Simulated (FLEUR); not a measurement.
## Si in FLEUR: convergence with Gmax

Input of the first run (Gmax 9); the others differ in this setting and in those tied to it:

inp.xml

```xml
<?xml version="1.0" encoding="UTF-8" standalone="no"?>
<fleurInput fleurInputVersion="0.39">
   <comment>
      Si                                                                                                  
   </comment>
   <calculationSetup>
      <cutoffs Kmax="4.54" Gmax="9.0" GmaxXC="9.0" numbands="0"/>
      <scfLoop itmax="60" minDistance="0.00001" maxIterBroyd="15" imix="Anderson" alpha="0.05" precondParam="0.0" spinf="2.0" sdNocoIR="T"/>
      <coreElectrons ctail="T" frcor="F" kcrel="0" coretail_lmax="0"/>
      <xcFunctional name="vwn" relativisticCorrections="F"/>
      <magnetism jspins="1"/>
      <soc l_soc="F" theta="0.0" phi="0.0" spav="F"/>
      <expertModes spex="0" secvar="F"/>
      <geometryOptimization l_f="T" forcealpha="1.0" forcemix="BFGS" epsdisp="0.0005" epsforce="0.0002"/>
      <ldaU l_linMix="F" mixParam="0.05" spinf="1.0"/>
   </calculationSetup>
   <cell>
      <bzIntegration valenceElectrons="12.0" mode="hist" fermiSmearingEnergy="0.00183747">
         <kPointListSelection listName="default-1"/>
         <!-- k-points included here -->
         <xi:include xmlns:xi="http://www.w3.org/2001/XInclude" href="kpts.xml"> </xi:include>
      </bzIntegration>
      <!-- symmetry operations included here -->
      <xi:include xmlns:xi="http://www.w3.org/2001/XInclude" href="sym.xml"> </xi:include>
      <bulkLattice scale="1.0">
         <bravaisMatrix>
            <row-1>    4.9521082179493519     0.0000000000000000     0.0000000000000000</row-1>
            <row-2>   -2.4760541090691621     4.2886515190183623     0.0000000000000000</row-2>
            <row-3>    0.0000000000000000     0.0000000000000000     4.6607343233048963</row-3>
         </bravaisMatrix>
      </bulkLattice>
   </cell>
   <atomSpecies>
      <species name="Silicon (Si)" element="Si" atomicNumber="14">
         <mtSphere radius="2.16" gridPoints="715" logIncrement="0.016"/>
         <atomicCutoffs lmax="9" lnonsphr="9"/>
         <electronConfig flipSpins="F">
            <coreConfig>(1s1/2)</coreConfig>
            <valenceConfig>(2s1/2) (2p1/2) (2p3/2) (3s1/2) (3p1/2) (3p3/2)</valenceConfig>
            <stateOccupation state="(3p1/2)" spinUp="0.333333" spinDown="0.333333"/>
            <stateOccupation state="(3p3/2)" spinUp="0.666667" spinDown="0.666667"/>
         </electronConfig>
         <energyParameters s="3" p="3" d="3" f="4"/>
         <lo type="SCLO" l="0" n="2" eDeriv="0"/>
         <lo type="SCLO" l="1" n="2" eDeriv="0"/>
         <lo type="SCLO" l="2" n="3" eDeriv="2"/>
         <lo type="SCLO" l="3" n="4" eDeriv="2"/>
      </species>
   </atomSpecies>
   <atomGroups>
      <atomGroup species="Silicon (Si)">
         <relPos label="                   1">.0000000000 .0000000000 .0000000000</relPos>
         <force calculate="T" relaxXYZ="TTT"/>
      </atomGroup>
   </atomGroups>
   <output dos="F" band="F" slice="F">
      <checks vchk="F" cdinf="F"/>
      <bandDOS minEnergy="-.5*Htr" maxEnergy="0.5*Htr" sigma="0.015" storeEVData="T"/>
      <vacuumDOS vacdos="F" integ="F" star="F" nstars="0" locx1="0.0" locy1="0.0" locx2="0.0" locy2="0.0" nstm="0" tworkf="0.0"/>
      <unfoldingBand unfoldBand="F" supercellX="1" supercellY="1" supercellZ="1"/>
      <plotting iplot="0" polar="F">
         <plot TwoD="T" vec1="  1.0  0.0  0.0" vec2="  0.0  1.0  0.0" vec3="  0.0  0.0  1.0" zero="  0.0  0.0  0.0" file="plot"/>
      </plotting>
      <chargeDensitySlicing numkpt="0" minEigenval="0.0" maxEigenval="0.0" nnne="0" pallst="F"/>
      <specialOutput eonly="F"/>
      <moessbauerParams electricFieldGradient="T" isomerShift="T" coreHyperfine="T" valenceHyperfine="T"/>
      <magneticCircularDichroism mcd="F" energyLo="-10.0" energyUp="0.0"/>
   </output>
  <!-- We include the file relax.xml here to enable relaxations (see documentation) -->
  <xi:include xmlns:xi="http://www.w3.org/2001/XInclude" href="relax.xml"> <xi:fallback/> </xi:include>
</fleurInput>
```

Contents of crystal.txt:

```
Si
&input cartesian=F /
2.6205428149  0.0000000000  0.0000000000
-1.3102714075  2.2694566494  0.0000000000
0.0000000000  0.0000000000  2.4663543900
1.8897261246
1.0 1.0 1.0

1
14 0.0000000000  0.0000000000  0.0000000000

&kpt div1=10 div2=10 div3=9 gamma=T /
```

Potentials or basis: all-electron, FLAPW.

The run is started by

```console
$ inpgen -f crystal.txt -profile fastHighL
$ # inp.xml edited to the form shown
$ fleur_MPI
```

This isn't the form of Si at room conditions, which is diamond.

Hardware: 1 thread of Arm Neoverse V1, on a shared host.

| Gmax | energy less the tightest run, at zero smearing (meV/atom) | SCF cycles | CPU time (s) | peak memory (GiB) |
| --- | --- | --- | --- | --- |
| 9 | 0.25 | 12 | 18 | 0.05 |
| 10.3 | -0.09 | 12 | 17 | 0.05 |
| 11.7 | 0.02 | 12 | 17 | 0.05 |
| 13.5 | -0.01 | 12 | 17 | 0.05 |
| 15.8 | 0.00 | 12 | 19 | 0.05 |
| 18 | 0.00 | 12 | 18 | 0.05 |
| 22.5 | 0.00 | 12 | 19 | 0.05 |

Against the tightest run, the energy stays within 1 meV/atom from 9 on. The tightest run that finished is the yardstick and may itself not be fully converged.
